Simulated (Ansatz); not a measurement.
## HfN: changing the Hubbard U on Hf d

Space group Fm-3m (No. 225). a = 4.512 Å, b = 4.512 Å, c = 4.512 Å, α = 90.00°, β = 90.00°, γ = 90.00°
| atom | site | symmetry | x | y | z |
| --- | --- | --- | --- | --- | --- |
| Hf | 4a | m-3m | 0.0000 | 0.0000 | 0.0000 |
| N | 4b | m-3m | 0.5000 | 0.0000 | 0.0000 |

Kept alike: task band structure; functional PBEsol; k mesh 10 × 10 × 10; occupations fermi-dirac, width 0.05 eV; no spin polarisation. Program: Ansatz, Ansatz PAW, cutoff 420 eV. The mesh is that of the run's cell of 2 atoms. No spin-orbit coupling.

| Hubbard U on Hf d, U (eV) | pressure (GPa) |
| --- | --- |
| 0 | -1.93 |
| 1 | -0.56 |
| 2 | 0.87 |
| 3 | 2.36 |
| 4 | 3.92 |
| 5 | 5.54 |
| 6 | 7.24 |
| 8 | 10.87 |

Pressure is positive in compression, with a Pulay correction for the finite cutoff. U acts here on a shell without spin polarisation. For a metal such a mesh leaves the last digits unconverged. How U acts hangs on the program's projectors. All rows use potentials made for PBE. U is the effective U - J on orthogonalised atomic projectors. Double counting: fully localised limit (the default).

Q: What does the Hubbard U on Hf d change here?

A: The pressure rises from -1.93 to 10.87 GPa between 0 and 8 eV. U localises the shell and weakens its bonds, so the cell pushes outwards.
